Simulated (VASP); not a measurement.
# GaN (P6_3mc) in VASP: notebook

One crystal, GaN, is run at these levels: PBE; tasks: single point.

All numbers are computed with VASP 6.6.1; they aren't measurements. Logs are shortened: lines on timing, memory, paths and dates and some standing lists are left out, and cuts for length are marked.

**The experiment to reproduce.**

From “Studying electronic properties in GaN without electrical contacts using γ-γ vs e−-γ Perturbed Angular Correlations”, 2019, pmc:6823545, for a bulk crystal of GaN: band gap 3.503 ± 0.005 eV (direct).

How close the calculation comes is told below.

## (1) The structure

Symmetry: P6_3mc, No. 186, hexagonal system. Conventional cell: a = 3.180 Å, b = 3.180 Å, c = 5.166 Å, α = 90.00°, β = 90.00°, γ = 120.00°. Around Ga (site symmetry 3m) lie 4 N at 1.94 to 1.95 Å. Around N (site symmetry 3m) lie 4 Ga at 1.94 to 1.95 Å.

## (2) Single point, PBE

INCAR

```
PREC     = Accurate       # precision mode
ENCUT    = 500            # plane-wave cutoff, eV
EDIFF    = 1E-7           # SCF threshold, eV
ISMEAR   = 0              # smearing method
SIGMA    = 0.02           # smearing width, eV
LREAL    = F              # projectors in reciprocal space
LASPH    = T              # aspherical terms in the spheres
NELM     = 100            # most SCF steps
ALGO     = Normal         # electronic algorithm
ISIF     = 2              # what is computed and relaxed
LWAVE    = F              # write WAVECAR
LCHARG   = F              # write CHGCAR
GGA      = PE             # functional
```

KPOINTS

```
regular mesh
0
Gamma
  5 5 3
```

POSCAR

```
GaN
1.0
    3.1800000000      0.0000000000      0.0000000000
   -1.5900000000      2.7539607840      0.0000000000
    0.0000000000      0.0000000000      5.1660000000
Ga N
2 2
Direct
    0.6666666667      0.3333333333      0.5000000000
    0.3333333333      0.6666666667      0.0000000000
    0.6666666667      0.3333333333      0.8750000000
    0.3333333333      0.6666666667      0.3750000000
```

Potentials or basis: VASP PAW PBE potentials, release 64 (Ga_d_GW, N_GW).

On the command line:

```console
cat potpaw_PBE.64/Ga_d_GW/POTCAR potpaw_PBE.64/N_GW/POTCAR > POTCAR
mpirun -np 1 vasp_std > vasp.out
```

OUTCAR:

```text
PREC = Accurate
   ENCUT = 500
   EDIFF = 1E-7
   ISMEAR = 0
   LREAL = F
   LASPH = T
   NELM = 100
   ISIF = 2
   GGA = PE

 ion  position               nearest neighbor table
   1  0.667  0.333  0.500-   3 1.94   4 1.95   4 1.95   4 1.95
   2  0.333  0.667  0.000-   4 1.94   3 1.95   3 1.95   3 1.95
   3  0.667  0.333  0.875-   1 1.94   2 1.95   2 1.95   2 1.95
   4  0.333  0.667  0.375-   2 1.94   1 1.95   1 1.95   1 1.95

  LATTYP: Found a hexagonal cell.
 ALAT       =     3.1800000000
 C/A-ratio  =     1.6245283019

  Lattice vectors:

 A1 = (   3.1800000000,   0.0000000000,   0.0000000000)
 A2 = (  -1.5900000000,   2.7539607840,   0.0000000000)
 A3 = (   0.0000000000,   0.0000000000,   5.1660000000)

Analysis of symmetry for initial positions (statically):
=====================================================================
 Subroutine PRICEL returns:
 Original cell was already a primitive cell.

 Routine SETGRP: Setting up the symmetry group for a
 hexagonal supercell.

 Subroutine GETGRP returns: Found 12 space group operations
 (whereof  6 operations were pure point group operations)
 out of a pool of 24 trial point group operations.

The static configuration has the point symmetry C_3v.
 The point group associated with its full space group is C_6v.

Analysis of symmetry for dynamics (positions and initial velocities):
=====================================================================
 Subroutine PRICEL returns:
 Original cell was already a primitive cell.

 Routine SETGRP: Setting up the symmetry group for a
 hexagonal supercell.

 Subroutine GETGRP returns: Found 12 space group operations
 (whereof  6 operations were pure point group operations)
 out of a pool of 24 trial point group operations.

The dynamic configuration has the point symmetry C_3v.
 The point group associated with its full space group is C_6v.

 Subroutine INISYM returns: Found 12 space group operations
 (whereof  6 operations are pure point group operations),
 and found     1 'primitive' translations

----------------------------------------------------------------------------------------

                                     Primitive cell

  volume of cell :      45.2417

  direct lattice vectors                    reciprocal lattice vectors
     3.180000000  0.000000000  0.000000000     0.314465409  0.181556688  0.000000000
    -1.590000000  2.753960784  0.000000000     0.000000000  0.363113377  0.000000000
     0.000000000  0.000000000  5.166000000     0.000000000  0.000000000  0.193573364

  length of vectors
     3.180000000  3.180000000  5.166000000     0.363113377  0.363113377  0.193573364

  position of ions in fractional coordinates (direct lattice)
     0.666666667  0.333333333  0.500000000
     0.333333333  0.666666667  0.000000000
     0.666666667  0.333333333  0.875000000
     0.333333333  0.666666667  0.375000000

  ion indices of the primitive-cell ions
   primitive index   ion index
                 1           1
                 2           2
                 3           3
                 4           4

----------------------------------------------------------------------------------------

 KPOINTS: regular mesh

Automatic generation of k-mesh.
 Grid dimensions read from file:
 generate k-points for:    5    5    3

 Generating k-lattice:

  Cartesian coordinates                     Fractional coordinates (reciprocal lattice)
     0.062893082  0.036311338  0.000000000     0.200000000 -0.000000000  0.000000000
     0.000000000  0.072622675  0.000000000     0.000000000  0.200000000  0.000000000
     0.000000000  0.000000000  0.064524455     0.000000000  0.000000000  0.333333333

  Length of vectors
     0.072622675  0.072622675  0.064524455

  Shift w.r.t. Gamma in fractional coordinates (k-lattice)
     0.000000000  0.000000000  0.000000000

 Subroutine IBZKPT returns following result:
 ===========================================

 Found     10 irreducible k-points:

 Following reciprocal coordinates:
            Coordinates               Weight
  0.000000  0.000000  0.000000      1.000000
  0.200000  0.000000  0.000000      6.000000
  0.400000  0.000000  0.000000      6.000000
  0.200000  0.200000  0.000000      6.000000
  0.400000  0.200000  0.000000      6.000000
  0.000000  0.000000  0.333333      2.000000
  0.200000  0.000000  0.333333     12.000000
  0.400000  0.000000  0.333333     12.000000
  0.200000  0.200000  0.333333     12.000000
  0.400000  0.200000  0.333333     12.000000
   k-points           NKPTS =     10   k-points in BZ     NKDIM =     10   number of bands    NBANDS=     22
   number of dos      NEDOS =    301   number of ions     NIONS =      4
   total plane-waves  NPLWV =  23040
   dimension x,y,z NGX =    24 NGY =   24 NGZ =   40
   dimension x,y,z NGXF=    48 NGYF=   48 NGZF=   80
   ions per type =               2   2
   NGX,Y,Z   is equivalent  to a cutoff of  12.55, 12.55, 12.87 a.u.
   NGXF,Y,Z  is equivalent  to a cutoff of  25.09, 25.09, 25.74 a.u.
 SYSTEM =  unknown system
   PREC   = accura    normal or accurate (medium, high low for compatibility)
   ISTART =      0    job   : 0-new  1-cont  2-samecut
   ICHARG =      2    charge: 1-file 2-atom 10-const
   ISPIN  =      1    spin polarized calculation?
   LNONCOLLINEAR =      F non collinear calculations
   LSORBIT =      F    spin-orbit coupling
   LASPH  =      T    aspherical Exc in radial PAW
   ENCUT  =  500.0 eV  36.75 Ry    6.06 a.u.   5.80  5.80  9.42*2*pi/ulx,y,z
   NELM   =    100;   NELMIN=  2; NELMDL= -5     # of ELM steps
   EDIFF  = 0.1E-06   stopping-criterion for ELM
   LREAL  =      F    real-space projection
   EDIFFG = 0.1E-05   stopping-criterion for IOM
   NSW    =      0    number of steps for IOM
   IBRION =     -1    ionic relax: 0-MD 1-quasi-New 2-CG
   NFREE  =      0    steps in history (QN), initial steepest desc. (CG)
   ISIF   =      2    stress and relaxation
   ISYM   =      2    0-nonsym 1-usesym 2-fastsym
   POTIM  = 0.5000    time-step for ionic-motion
   TEBEG  =    0.0;   TEEND  =   0.0 temperature during run
   PSTRESS=    0.0 pullay stress
   NELECT =      36.0000    total number of electrons
   NUPDOWN=      -1.0000    fix difference up-down
   EMIN   =  10.00;   EMAX   =-10.00  energy-range for DOS
   EFERMI =   0.00;   METHOD = LEGACY
   ISMEAR =     0;   SIGMA  =   0.02  broadening in eV -4-tet -1-fermi 0-gaus
   EFERMI_NEDOS =   21; number of points for ismear=-14 and -15
   IALGO  =     38    algorithm
   IMIX   =      4    mixing-type and parameters
     AMIX     =   0.40;   BMIX     =  1.00
     AMIX_MAG =   1.60;   BMIX_MAG =  1.00
  volume/ion in A,a.u.               =      11.31        76.33
  Fermi-wavevector in a.u.,A,eV,Ry     =   1.517036  2.866782 31.312427  2.301398
  Thomas-Fermi vector in A             =   2.626345
   LORBIT       =      0    0 simple, 1 ext, 2 COOP (PROOUT), +10 PAW based schemes
   GGA     = PE    functional components
   LHFCALC =     F    Hartree Fock is set to
   AEXX    =    0.0000 exact exchange contribution
   IVDW    =     0    specifies the selected vdW correction
   LEPSILON=     F    determine dielectric tensor
   LRPA    =     F    only Hartree local field effects (RPA)
 non-spin polarized calculation
 Gauss-broadening in eV      SIGMA  =   0.02
  energy-cutoff  :      500.00
  volume of cell :       45.24
 maximum number of plane-waves:      1162
 NGX is ok and might be reduce to    24
   NGX = 11   NGY = 11   NGZ = 19

 number of electron      36.0000006 magnetization

 Free energy of the ion-electron system (eV)
  ---------------------------------------------------
  ext. energy  EPLUGINS =         0.00000000
  ---------------------------------------------------
  free energy    TOTEN  =       -24.27034847 eV

  energy without entropy =      -24.27034847  energy(sigma->0) =      -24.27034847

 E-fermi :   5.3414     XC(G=0): -11.8935

 val. band max:        5.2516278448   @ k =   0.0000   0.0000   0.0000
 cond. band min:       7.2235999118   @ k =   0.0000   0.0000   0.0000
 fundamental gap:      1.9719720670
 Fermi energy:         5.3414333069

 k-point     1 :       0.0000    0.0000    0.0000
  band No.  band energies     occupation
      1     -10.8152      2.00000
      2      -9.8808      2.00000
      3      -8.2604      2.00000
      4      -8.2386      2.00000
      5      -8.2386      2.00000
      6      -8.1745      2.00000
[... 14 lines left out ...]
     21      14.5123      0.00000
     22      15.1636      0.00000

 k-point     2 :       0.2000    0.0000    0.0000
  band No.  band energies     occupation
      1     -10.4626      2.00000
      2      -9.8012      2.00000
      3      -8.2156      2.00000
      4      -8.1939      2.00000
      5      -8.1430      2.00000
      6      -8.1037      2.00000
[... 14 lines left out ...]
     21      13.0866      0.00000
     22      14.0323      0.00000

 k-point     3 :       0.4000    0.0000    0.0000
  band No.  band energies     occupation
      1      -9.9660      2.00000
      2      -9.7249      2.00000
      3      -8.1884      2.00000
      4      -8.1665      2.00000
      5      -8.0785      2.00000
      6      -8.0223      2.00000
[... 14 lines left out ...]
     21      11.5614      0.00000
     22      13.8203      0.00000

 k-point     4 :       0.2000    0.2000    0.0000
  band No.  band energies     occupation
      1     -10.0437      2.00000
      2      -9.7360      2.00000
      3      -8.2030      2.00000
      4      -8.1418      2.00000
      5      -8.0760      2.00000
      6      -8.0470      2.00000
[... 14 lines left out ...]
     21      12.7528      0.00000
     22      12.8627      0.00000

 k-point     5 :       0.4000    0.2000    0.0000
  band No.  band energies     occupation
      1      -9.8296      2.00000
      2      -9.7271      2.00000
      3      -8.2282      2.00000
      4      -8.1088      2.00000
      5      -8.0249      2.00000
      6      -8.0206      2.00000
[... 14 lines left out ...]
     21      12.3919      0.00000
     22      13.6986      0.00000

 k-point     6 :       0.0000    0.0000    0.3333
  band No.  band energies     occupation
      1     -10.5131      2.00000
      2     -10.0247      2.00000
      3      -8.2310      2.00000
      4      -8.2310      2.00000
      5      -8.1987      2.00000
      6      -8.1987      2.00000
[... 14 lines left out ...]
     21      13.9188      0.00000
     22      14.3648      0.00000

 k-point     7 :       0.2000    0.0000    0.3333
  band No.  band energies     occupation
      1     -10.2249      2.00000
      2      -9.8864      2.00000
      3      -8.2027      2.00000
      4      -8.1756      2.00000
      5      -8.1653      2.00000
      6      -8.1303      2.00000
[... 14 lines left out ...]
     21      12.7451      0.00000
     22      13.4371      0.00000

 k-point     8 :       0.4000    0.0000    0.3333
  band No.  band energies     occupation
      1      -9.8598      2.00000
      2      -9.7398      2.00000
      3      -8.2022      2.00000
      4      -8.1449      2.00000
      5      -8.1204      2.00000
      6      -8.0311      2.00000
[... 14 lines left out ...]
     21      12.7812      0.00000
     22      13.3421      0.00000

 k-point     9 :       0.2000    0.2000    0.3333
  band No.  band energies     occupation
      1      -9.9126      2.00000
      2      -9.7598      2.00000
      3      -8.1600      2.00000
      4      -8.1580      2.00000
      5      -8.1078      2.00000
      6      -8.0859      2.00000
[... 14 lines left out ...]
     21      13.0659      0.00000
     22      13.1201      0.00000

 k-point    10 :       0.4000    0.2000    0.3333
  band No.  band energies     occupation
      1      -9.7668      2.00000
      2      -9.7157      2.00000
      3      -8.1700      2.00000
      4      -8.1357      2.00000
      5      -8.1144      2.00000
      6      -8.0333      2.00000
[... 14 lines left out ...]
     21      12.9004      0.00000
     22      13.1237      0.00000

------------------------ aborting loop because EDIFF is reached ----------------------------------------

  FORCE on cell =-STRESS in cart. coord.  units (eV):
  Direction    XX          YY          ZZ          XY          YZ          ZX
  --------------------------------------------------------------------------------------
  -------------------------------------------------------------------------------------
  Total        1.6397647      1.6397647      2.2111640      0.0000000      0.0000000     -0.0000000
  in kB       58.0701358     58.0701358     78.3054988      0.0000000      0.0000000     -0.0000000
  external PRESSURE =      64.8152568 kB  Pullay stress =       0.0000000 kB

 VOLUME and BASIS-vectors are now :
 -----------------------------------------------------------------------------
  energy-cutoff  :      500.00
  volume of cell :       45.24
      direct lattice vectors                 reciprocal lattice vectors
     3.180000000  0.000000000  0.000000000     0.314465409  0.181556688  0.000000000
    -1.590000000  2.753960784  0.000000000     0.000000000  0.363113377  0.000000000
     0.000000000  0.000000000  5.166000000     0.000000000  0.000000000  0.193573364

 POSITION                                       TOTAL-FORCE (eV/Angst)
 -----------------------------------------------------------------------------------
      1.59000      0.91799      2.58300         0.000000      0.000000     -0.134465
     -0.00000      1.83597      0.00000        -0.000000     -0.000000     -0.134465
      1.59000      0.91799      4.52025        -0.000000      0.000000      0.134465
     -0.00000      1.83597      1.93725        -0.000000      0.000000      0.134465
 -----------------------------------------------------------------------------------
    total drift:                                0.000000      0.000000      0.000177

  FREE ENERGIE OF THE ION-ELECTRON SYSTEM (eV)
  ---------------------------------------------------
  free  energy   TOTEN  =       -24.2703484728 eV

  energy  without entropy=      -24.2703484728  energy(sigma->0) =      -24.27034847
```

Wall time 6.9 s (1 thread of Intel Xeon 6975P-C (Granite Rapids), shared host); peak memory 0.15 GiB.

What came out:

```yaml
Free_energy: -24.2703 eV
Pressure: 6.5 GPa
Largest_force: 0.134 eV/Å
Band_gap_on_the_k_mesh: 1.97 eV, direct
```

Forces on the atoms (eV/Å):
```
Ga   0.000  0.000 -0.134
Ga   0.000  0.000 -0.134
N    0.000  0.000  0.134
N    0.000  0.000  0.134
```

Caveat: the k mesh is coarse (spacing up to 0.46 Å⁻¹), so the values aren't converged; the cutoff is under 1.25 times the usual one of these potentials, so pressure, stress and relaxed cells hold a basis-set (Pulay) error.

## (3) Single point, PBE

INCAR

```
ALGO = Fast
EDIFF = 1E-6
ENCUT = 450
GGA = PE
ISIF = 2
ISMEAR = 0
LASPH = T
LCHARG = F
LREAL = F
LWAVE = F
NELM = 100
PREC = Accurate
SIGMA = 0.02
```

KPOINTS

```
k-points
0
Gamma
  5 5 3
```

POSCAR is that of step 2.

Potentials or basis: VASP PAW PBE potentials, release 64 (Ga_d_GW, N_GW).

On the command line:

```console
cat potpaw_PBE.64/Ga_d_GW/POTCAR potpaw_PBE.64/N_GW/POTCAR > POTCAR
mpirun -np 1 vasp_std > vasp.out
```

It took 13 s on 1 thread of Intel Xeon Platinum 8488C (Sapphire Rapids), shared host; peak memory 0.14 GiB.

Results (log left out):

| Property | Result |
| --- | --- |
| Free energy | -24.2476 eV |
| Largest force | 0.134 eV/Å |
| Band gap on the k mesh | 1.97 eV, direct |

Forces on the atoms (eV/Å):
```
Ga   0.000  0.000 -0.134
Ga   0.000  0.000 -0.134
N    0.000  0.000  0.134
N    0.000  0.000  0.134
```

Levels at points of the mesh, in eV from the valence-band top:
```csv
k point,band 16,band 17,band 18,band 19,band 20,band 21
"(0.00, 0.00, 0.00)",-0.06,0.00,0.00,1.97,4.30,9.26
```

Caveat: the k mesh is coarse (spacing up to 0.46 Å⁻¹), so the values aren't converged; the cutoff is under 1.25 times the usual one of these potentials, so pressure, stress and relaxed cells hold a basis-set (Pulay) error. PBE gaps usually lie below the measured ones, often by a third to a half.

(Continued in part 2 of 2.)
